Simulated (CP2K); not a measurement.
Runs of CP2K 2026.2 on PbF2 (Fluorocronite). Symmetry: Fm-3m, No. 225, cubic system. The conventional cell has a = 5.927 Å, b = 5.927 Å, c = 5.927 Å, α = 90.00°, β = 90.00°, γ = 90.00°. Pb (site symmetry m-3m) is surrounded by 8 F at 2.57 Å. F (site symmetry -43m) has 4 Pb at 2.57 Å as nearest neighbours. 

```tsv
task	level	potentials or basis	smearing	EPS_DEFAULT	NGRIDS	REL_CUTOFF (Ry)	MIXING BETA (1/bohr)	CUTOFF of the grids	gap on the mesh (eV)	pressure (GPa)	V0 of scaled cells (Å³/atom)	B0 (GPa)
equation of state	PBEsol	POTENTIAL_UZH Pb GTH-PBE-q4, F GTH-PBE-q7; TZVP-MOLOPT-PBE-GTH basis	fermi-dirac 0.05 eV	1.0E-10	4	60 Ry	1.5 1/bohr	750 Ry	-	-	17.72	72
single point	PBE	POTENTIAL_UZH Pb GTH-PBE-q4, F GTH-PBE-q7; TZVP-MOLOPT-PBE-GTH basis	fermi-dirac 0.05 eV	1.0E-10	4	60	1.5	750 Ry	4.33	3.5	-	-
band structure	r2SCAN	POTENTIAL_UZH Pb GTH-SCAN-q4, F GTH-SCAN-q7; TZVP-MOLOPT-SCAN-GTH basis	fermi-dirac 0.1 eV	1.0E-9	5	60 Ry	1.5 1/bohr	1100 Ry	4.68	-0.3	-	-
band structure	LDA	GTH_POTENTIALS Pb GTH-PADE-q4, F GTH-PADE-q7; TZVP-MOLOPT-PBE-GTH basis	fermi-dirac 0.1 eV	1.0E-9	5	60 Ry	1.5 1/bohr	750 Ry	4.17	(b)	-	-
equation of state	PBE	POTENTIAL_UZH Pb GTH-PBE-q4, F GTH-PBE-q7; TZVP-MOLOPT-PBE-GTH basis	fermi-dirac 0.05 eV	1.0E-10	5	60	1.5	750 Ry	-	-	18.21	66
single point	PBE	POTENTIAL_UZH Pb GTH-PBE-q4, F GTH-PBE-q7; TZVP-MOLOPT-PBE-GTH basis	fermi-dirac 0.05 eV	1.0E-10	5	60 Ry	1.5 1/bohr	750 Ry	4.33	3.5	-	-
band structure	TB-mBJ	POTENTIAL_UZH Pb GTH-PBE-q4, F GTH-PBE-q7; TZVP-MOLOPT-PBE-GTH basis	fermi-dirac 0.01 eV	1.0E-9	5	60 Ry	1.5 1/bohr	1100 Ry	4.84	-	-	-
band structure	PBEsol	POTENTIAL_UZH Pb GTH-PBE-q4, F GTH-PBE-q7; TZVP-MOLOPT-PBE-GTH basis	fermi-dirac 0.05 eV	1.0E-10	5	60 Ry	1.5 1/bohr	750 Ry	4.20	(a)	-	-
equation of state	PBEsol	POTENTIAL_UZH Pb GTH-PBE-q4, F GTH-PBE-q7; TZVP-MOLOPT-PBE-GTH basis	fermi-dirac 0.0259 eV	1.0E-9	5	60 Ry	1.5 1/bohr	750 Ry	-	-	17.72	72
equation of state	PBE	POTENTIAL_UZH Pb GTH-PBE-q4, F GTH-PBE-q7; TZVP-MOLOPT-PBE-GTH basis	fermi-dirac 0.05 eV	1.0E-10	5	60 Ry	1.5 1/bohr	750 Ry	-	-	18.21	66
```

Alike in all rows: no spin polarisation; cell as given; k mesh 8 × 8 × 8.

Question: Fill in the values left out.

Answer: (a) 1.6; (b) -4.9.

Caveats: the basis of atomic orbitals isn't converged, which shifts pressures, moduli and gaps; spin-orbit coupling is left out, which as a rule narrows the gap of such compounds by several tenths of an eV (some runs); the potentials were made for another functional, which shifts forces and pressure (some runs); this is a model potential without an energy functional, so only levels have meaning (some runs).

A k mesh can miss the band edges, and the runs leave out spin-orbit coupling on Pb.

Not every run made on this cell is shown here.
